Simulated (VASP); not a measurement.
Set up this calculation in VASP 6.6.1, as the native input.

```
Task                   : single point
Functional             : PBE
Potentials or basis    : VASP PAW PBE potentials, release 64 (Pt)
Cutoff                 : 520 eV
k mesh                 : 12 × 12 × 12
Occupations            : fermi-dirac, width 0.05 eV
Spin                   : no spin polarisation
Further INCAR settings : ALGO = Normal; EDIFF = 1e-07; NBANDS = 11
```

The structure of Pt lies in POSCAR:

```
Pt
1.0
    0.0000000000      1.9609000000      1.9609000000
    1.9609000000      0.0000000000      1.9609000000
    1.9609000000      1.9609000000      0.0000000000
Pt
1
Direct
    0.0000000000      0.0000000000      0.0000000000
```

These files were run (other wordings do the same):

INCAR

```
SYSTEM = Pt
PREC = Accurate
ENCUT = 520
EDIFF = 1E-7
ISMEAR = -1
SIGMA = 0.05
LREAL = .False.
LASPH = .True.
NELM = 100
ALGO = Normal
ISIF = 2
LWAVE = .False.
LCHARG = .False.
GGA = PE
NBANDS = 11
```

KPOINTS

```
regular mesh
0
Gamma
  12 12 12
  0 0 0
```

Potentials or basis: VASP PAW PBE potentials, release 64 (Pt).

Launch:

```bash
$ cat potpaw_PBE.64/Pt/POTCAR > POTCAR
$ mpirun -np 1 vasp_std > vasp.out
```

It gave:

```json
{"Pressure": "9.7 GPa", "Band gap on the k mesh": "none (metal or under the smearing width)"}
```

Wall time 6.1 s on 1 thread of AMD EPYC 9R45 (Zen 5), with other jobs on the host, peak memory 0.11 GiB.
